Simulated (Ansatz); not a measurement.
Crystal: Br.

```
CELL_PARAMETERS angstrom
3.36325 -2.32255 0.00000
3.36325 2.32255 0.00000
0.00000 0.00000 8.70230
ATOMIC_POSITIONS crystal
Br 0.36510 0.63490 0.39010
Br 0.13490 0.86510 0.89010
Br 0.63490 0.36510 0.60990
Br 0.86510 0.13490 0.10990
```

Base run:

| Property | Result |
| --- | --- |
| Program | Ansatz 0.2.0 |
| Functional | PBE |
| Potentials or basis | Ansatz PAW |
| Cutoff | 420 eV |
| Density cutoff | 1680 eV |
| k mesh | 4 × 4 × 2 |
| Occupations | fermi-dirac, width 0.05 eV |
| Spin | no spin polarisation |

Its results: band gap on the k mesh 1.87 eV, indirect (least direct gap 1.92 eV); largest force 0.864 eV/Å.

Question: After a change of settings the same cell gave: band gap on the k mesh 3.04 eV, indirect (least direct gap 3.15 eV); largest force 0.114 eV/Å. Which change was it?
A. functional from PBE to PBE0
B. functional from PBE to HSEsol
C. k mesh from 4 × 4 × 2 to 5 × 5 × 3; spin from no spin polarisation to spin-orbit coupling, no magnetisation; potential files from those of the base run to others of the same set
D. functional from PBE to RPBE; k mesh from 4 × 4 × 2 to 7 × 7 × 3

Answer: B.

HSEsol gives the wider gap, since exact exchange removes part of the self-interaction.

Caveats: the PAW data sets come from PBE, with cores solved anew for the run's functional, which leaves a small shift of forces and pressure (some runs).

Not every run made on this cell is shown here.
